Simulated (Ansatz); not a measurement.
A run of Ansatz 0.2.0:

Contents of input.yaml:

```yaml
crystal:
  lattice:
    - [0.0, 3.059, 3.059]
    - [3.059, 0.0, 3.059]
    - [3.059, 3.059, 0.0]
  atoms:
    - { symbol: Sb, position: [0.75, 0.75, 0.75] }
    - { symbol: Ga, position: [0.0, 0.0, 0.0] }
hamiltonian:
  xc: b3lyp5
  pseudopotentials: { kind: paw }
kpoints:
  mp_grid: { grid: [4, 4, 4] }
  band_path:
    path:
      - [[0.0, 0.0, 0.0], [0.5, 0.0, 0.5], [0.5, 0.25, 0.75], [0.375, 0.375, 0.75], [0.0, 0.0, 0.0], [0.5, 0.5, 0.5], [0.625, 0.25, 0.625], [0.5, 0.25, 0.75], [0.5, 0.5, 0.5], [0.375, 0.375, 0.75]]
      - [[0.625, 0.25, 0.625], [0.5, 0.0, 0.5]]
    npoints: 4
scf:
  occupations: { method: fermi_dirac, width: 0.05 }
  n_extra_bands: 6
output:
  forces: true
  stress: true
  eigenvalues: true
  fatbands: false
  write_density: true
  write_potential: true
  elf: true
  volumetric_format: npy
```

Potentials or basis: Ansatz PAW.

Launch:

```console
$ ansatz run input.yaml --threads 2 --pin off --max-ram 5632MiB --backend cpu --events-out ev --progress --plain --runs-dir out
```

Hardware: 2 threads of Arm Neoverse V2, with other jobs on the host.

Q: Estimate the wall time of this run.

A: It took 110 s on 2 threads of Arm Neoverse V2, with other jobs on the host, peak memory 0.7 GiB. Counts: scf iterations 23, plane waves 1139, k points 8, bands 20.
